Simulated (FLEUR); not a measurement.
Crystal: CdSe.

```
Cd Se
1.0
     0.00000    3.07027    3.07027
     3.07027    0.00000    3.07027
     3.07027    3.07027    0.00000
Cd Se
1 1
Cartesian
  0.0000 0.0000 0.0000
  1.5351 1.5351 1.5351
```

Measurements of this composition are mostly on another form, of space group No. 186.

Base run:

| Quantity | Value |
| --- | --- |
| Program | FLEUR MaX-R8.1 (later development tree) |
| Functional | PW91 |
| Potentials or basis | all-electron |
| Basis | FLAPW |
| Kmax | 4.58 1/bohr |
| k mesh | 8 × 8 × 8 |
| Occupations | fermi-dirac, width 0.05 eV |
| Spin | no spin polarisation |

Its results: band gap on the k mesh 0.51 eV, direct.

Problem. After a change of settings the same cell gave: band gap on the k mesh 0.16 eV, direct. Which change was it?
A. functional from PW91 to WC
B. functional from PW91 to PBE
C. functional from PW91 to RPBE
D. functional from PW91 to Xalpha

Solution. D.

Not every run made on this cell is shown here.
